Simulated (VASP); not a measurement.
```yaml
crystal:
  lattice:
    - [2.69000, 0.00000, 0.00000]
    - [0.00000, 2.69000, 0.00000]
    - [0.00000, 0.00000, 3.70000]
  atoms:
    - { symbol: Co, position: [0.00000, 0.00000, 0.00000], spin: 2.0 }
    - { symbol: Pt, position: [0.50000, 0.50000, 0.50000] }
```

All values below come from PBE GGA, VASP's PBE PAW potentials (set 64) (plane waves; VASP). Settings: 400 eV cut-off, 7×7×5 Γ-centred mesh, first-order Methfessel-Paxton smearing of 0.10 eV, potentials Co Pt.

Q: Give the stress tensor in GPa (positive for a compressed cell).

A: 
```
0.73  0.00  0.00
0.00  0.73  0.00
0.00  0.00  2.25
```
The pressure is its mean diagonal, 1.24 GPa.

The compound is CoPt in the L1_0 structure. The cell was not relaxed at this level. The k-mesh is coarse (spacing up to 0.34 per Å, 2π included), so the numbers may not be converged in it. The run is one of a series of settings (KPOINTS 7×7×5 Γ-centred mesh against the base run), some of them coarse on purpose.
